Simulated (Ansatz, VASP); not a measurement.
One calculation of N2, two programs

```
N
1.0
     9.00000    0.00000    0.00000
     0.00000    9.50000    0.00000
     0.00000    0.00000   10.00000
N
2
Direct
  0.50000 0.50000 0.44489
  0.50000 0.50000 0.55511
```

Alike in both runs: functional PBE; k mesh 1 × 1 × 1; occupations gaussian, width 0.02 eV; no spin polarisation.

Ansatz relaxed the structure, and its values are those at the end. VASP's run is a single point on that final structure, the one shown.

|  | VASP | Ansatz |
| --- | --- | --- |
| version | VASP 6.6.1 | Ansatz 0.2.0 |
| potentials or method | VASP PAW PBE potentials, release 64 (N) | plane waves, PAW |
| plane-wave cutoff (eV) | 520 | 500 |
| valence electrons in the cell | 10 | 10 |

VASP gave:

- rms of the force components (eV/Å): 1.004

What did Ansatz give for the same quantities?

rms of the force components (eV/Å): 0.004.

One of these differences is far larger than is usual between the two programs; its cause wasn't traced. Ansatz warned: «stress_scf_threshold_loose».

Caveats: the standard files for N, O and F lose accuracy on very short bonds. PBE gaps usually lie below the measured ones, often by a third to a half.
